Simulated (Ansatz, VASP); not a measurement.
# Au: VASP beside Ansatz

```xyz
2
Lattice="2.9022 0.0000 0.0000 -1.4511 2.5134 0.0000 0.0000 0.0000 4.8529" Properties=species:S:1:pos:R:3 pbc="T T T"
Au    0.0000    1.6756    1.2132
Au    1.4511    0.8378    3.6397
```

Alike in both runs: task single point; functional PBEsol; k mesh 14 × 14 × 8; occupations fermi-dirac, width 0.1 eV; no spin polarisation.

|  | VASP | Ansatz |
| --- | --- | --- |
| version | VASP 6.6.1 | Ansatz 0.2.0 |
| potentials or method | VASP PAW PBE potentials, release 64 (Au) | plane waves (420 eV) with PAW, scalar-relativistic |
| plane-wave cutoff (eV) | 520 | 420 |
| valence electrons in the cell | 22 | 38 |

```tsv
	VASP	Ansatz	Ansatz less VASP
pressure (GPa)	-6.1	-5.9	+0.24
largest component of the traceless stress (GPa)	0.25	0.27	+0.020
```

The two sets of potentials don't hold the same shells in valence. Ansatz warned: «pseudo_functional_mismatch».

Caveats: the PAW data sets were made with another functional, which shifts forces and pressure a little (VASP). The runs have no spin-orbit coupling, so splittings on Au are missing.
